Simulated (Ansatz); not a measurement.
# armchair graphene nanoribbon (N = 5, H edges): bands under strain, part 3 of 3

What gap, if any, does the armchair graphene nanoribbon (N = 5, H edges) have, and how does it change under strain?

Ansatz 0.2.0; DFT PBE, plane waves, PAW; relaxation of a wire's period (the session's first sound run).

So far, band gap (eV): step 3 (bands of the perfect wire) 0.405; step 4 (relaxing the atoms, period over the relaxed period 0.96, k-mesh …) 0.855; step 5 (relaxing the atoms, period over the relaxed period 0.98, k-mesh …) 0.632; step 6 (relaxing the atoms, period over the relaxed period 1.02, k-mesh …) 0.179.

### Step 7. Strain along the wire, period over the relaxed period 1.04, k-mesh 1×1×14

Level of this step: DFT PBE, plane waves, PAW; relaxation at a fixed period (Ansatz).

The period is set to 1.04 times the relaxed one and the atoms relax within it: strain changes bond lengths and angles, which shifts the bands against each other. Against the first PBE run of this kind, the mesh along the wire has 14 points against 19.

The cell differs from the one that the last finished run ended in (c 4.399 → 4.485 Å).

The input, input.yaml:

```yaml
crystal:
  lattice:
    - [13.772, 0.0, 0.0]
    - [0.0, 7.0, 0.0]
    - [0.0, 0.0, 4.4851320806]
  atoms:
    - { symbol: C, position: [0.32300084, 0.5, 0.007683782] }
    - { symbol: C, position: [0.500011569, 0.5, 0.999778395] }
    - { symbol: C, position: [0.677022298, 0.5, 0.007683782] }
    - { symbol: C, position: [0.32300084, 0.5, 0.325649551] }
    - { symbol: C, position: [0.500011569, 0.5, 0.333554939] }
    - { symbol: C, position: [0.677022298, 0.5, 0.325649551] }
    - { symbol: H, position: [0.253260919, 0.5, 0.444180518] }
    - { symbol: H, position: [0.746762219, 0.5, 0.444180518] }
    - { symbol: C, position: [0.410344303, 0.5, 0.500129446] }
    - { symbol: C, position: [0.589678835, 0.5, 0.500129446] }
    - { symbol: C, position: [0.410344303, 0.5, 0.833203887] }
    - { symbol: C, position: [0.589678835, 0.5, 0.833203887] }
    - { symbol: H, position: [0.253260919, 0.5, 0.889152815] }
    - { symbol: H, position: [0.746762219, 0.5, 0.889152815] }
kpoints:
  mp_grid: { grid: [1, 1, 14] }
  band_path: { path: ["Γ", Z], npoints: 90 }
scf:
  occupations: { method: fermi_dirac, width: 0.05 }
hamiltonian:
  xc: pbe
relax:
  max_steps: 40
  f_tol: 0.02
output:
  stress: true
```

Launch:

```
$ ansatz run input.yaml --threads 4 --pin off --max-ram 16384MiB --backend cpu --events-out ev --progress --plain --runs-dir out
```

Numbers of over 12 decimals in the logs are rounded to 6 here.

What it wrote:

```text
[...]
Crystal: 14 atoms, lattice volume = 432.385 Å³
Basis set: ecut = 420 eV, 8467 PW (Γ), exchange–correlation on 192×96×60 points (8 copies of the dense FFT grid, shifted against one another)
Bands: 36, of which v1, the nominal top of the filled ones, is band 22 counted from 1 (21 counted from 0)
Symmetry: 8 space group operations
[...]
- { symbol: H, position: [0.254731, 0.500000, 0.432260] }
    - { symbol: H, position: [0.745292, 0.500000, 0.432260] }
    - { symbol: C, position: [0.410563, 0.500000, 0.499142] }
    - { symbol: C, position: [0.589460, 0.500000, 0.499142] }
    - { symbol: C, position: [0.410563, 0.500000, 0.834192] }
    - { symbol: C, position: [0.589460, 0.500000, 0.834192] }
    - { symbol: H, position: [0.254731, 0.500000, 0.901073] }
    - { symbol: H, position: [0.745292, 0.500000, 0.901073] }
[key lines of the parts left out:]
SCF converged after 5 iterations
Free energy (F): -2572.239728 eV
Fermi energy:    -1.556605 eV
P = ⅓ Tr σ = -1.9926 GPa (-19.926 kbar)
```

It took 19 s on 4 threads of Arm Neoverse V1, shared host; peak memory 1.1 GiB; 73 s of CPU time.

The steps of the relaxation:

```csv
step,energy less that of the first step (eV),largest force component (eV/Å)
1,0.0000,0.6776
2,-0.0805,0.2093
3,-0.0897,0.1349
4,-0.0899,0.0633
5,-0.0910,0.0303
6,-0.0910,0.0295
7,-0.0911,0.0120
```

The run keeps the 8 symmetry operations that it works with, so distortions that break them were not tested.

The atoms that moved most (Å):

```csv
atom,dx,dy,dz,length
H14,-0.020,0.000,0.053,0.057
H13,0.020,0.000,0.053,0.057
H8,-0.020,0.000,-0.053,0.057
H7,0.020,0.000,-0.053,0.057
C1,0.034,0.000,0.011,0.036
C3,-0.034,0.000,0.011,0.036
C4,0.034,0.000,-0.011,0.036
C6,-0.034,0.000,-0.011,0.036
```

The relaxed structure:

```xyz
14
Lattice="13.7720 0.0000 0.0000 0.0000 7.0000 0.0000 0.0000 0.0000 4.4851" Properties=species:S:1:pos:R:3
C     4.4828    3.5000    0.0456
C     6.8862    3.5000    4.4891
C     9.2895    3.5000    0.0456
C     4.4828    3.5000    1.4495
C     6.8862    3.5000    1.4911
C     9.2895    3.5000    1.4495
H     3.5082    3.5000    1.9387
H    10.2642    3.5000    1.9387
C     5.6543    3.5000    2.2387
C     8.1180    3.5000    2.2387
C     5.6543    3.5000    3.7415
C     8.1180    3.5000    3.7415
H     3.5082    3.5000    4.0414
H    10.2642    3.5000    4.0414
```

The gap is 0.202 eV, against 0.405 eV under PBE at the relaxed period.

### Step 8. At a strained period, period over the relaxed period 1.06, k-mesh 1×1×14

The period is set to 1.06 times the relaxed one and the atoms relax within it: strain changes bond lengths and angles, which shifts the bands against each other. Against the first PBE run of this kind, the mesh along the wire has 14 points against 19.

The cell differs from the one that the last finished run ended in (c 4.485 → 4.571 Å).

Changes to input.yaml since step 7:

```diff
@@ -4,3 +4,3 @@
     - [0.0, 7.0, 0.0]
-    - [0.0, 0.0, 4.4851320806]
+    - [0.0, 0.0, 4.5713846206]
   atoms:
```

What it wrote:

```text
[...]
Crystal: 14 atoms, lattice volume = 440.700 Å³
Basis set: ecut = 420 eV, 8595 PW (Γ), exchange–correlation on 192×96×64 points (8 copies of the dense FFT grid, shifted against one another)
Bands: 36, of which v1, the nominal top of the filled ones, is band 22 counted from 1 (21 counted from 0)
Symmetry: 8 space group operations
[...]
- { symbol: C, position: [0.673595, 0.5, 0.321619] }
    - { symbol: H, position: [0.255154, 0.5, 0.425983] }
    - { symbol: H, position: [0.744870, 0.5, 0.425983] }
    - { symbol: C, position: [0.410649, 0.5, 0.498481] }
    - { symbol: C, position: [0.589374, 0.5, 0.498481] }
    - { symbol: C, position: [0.410649, 0.5, 0.834852] }
    - { symbol: C, position: [0.589374, 0.5, 0.834852] }
    - { symbol: H, position: [0.255154, 0.5, 0.907351] }
    - { symbol: H, position: [0.744870, 0.5, 0.907351] }
[key lines of the parts left out:]
SCF converged after 5 iterations
Free energy (F): -2571.854523 eV
Fermi energy:    -1.650823 eV
P = ⅓ Tr σ = -2.8742 GPa (-28.742 kbar)
```

Run time: 19 s. Hardware: 4 threads; peak memory 1.1 GiB.

The gap is 0.434 eV, against 0.405 eV under PBE at the relaxed period.

### Step 9. Comparing the runs

Times are for 4 threads of Arm Neoverse V1, shared host. The runs compared:

```csv
no.,period over the relaxed period,k-mesh,pressure (GPa),band gap (eV),time,memory (GiB)
1,0.96,1×1×15,2.752,0.8546,15 s,1.0
2,0.98,1×1×15,1.322,0.6320,14 s,1.0
3,1.02,1×1×14,-1.098,0.1786,15 s,1.1
4,1.04,1×1×14,-1.993,0.2015,19 s,1.1
5,1.06,1×1×14,-2.874,0.4339,19 s,1.1
```

### Step 10. Results

```json
{"cell length, PBE": "4.313 Å", "gap, PBE": "0.405 eV", "gap, period scaled by 0.96": "0.855 eV", "gap, period scaled by 0.98": "0.632 eV", "gap, period scaled by 1.02": "0.179 eV", "gap, period scaled by 1.04": "0.202 eV", "gap, period scaled by 1.06": "0.434 eV"}
```

What this shows: Under PBE the cell's length is 4.31 Å, and a gap of 0.40 eV makes it a semiconductor. Strain matters: under PBE the gap goes from 0.40 eV to 0.855 eV at 0.96 times the period, 0.632 eV at 0.98 times the period, 0.179 eV at 1.02 times the period, 0.202 eV at 1.04 times the period and 0.434 eV at 1.06 times the period. Where the gap is under about 0.35 eV, the smearing of 0.05 eV partly fills the band edges in the SCF.

[Logs are printed without paths, hosts, clocks, repeated set-up lines and the standing remarks that a program may print on its own settings, such as how far it seeks lower states.]

[Hosts, paths, dates, database ids (printed as entryN), source tags and the programs' standing remarks are cut or masked in the printed files.]
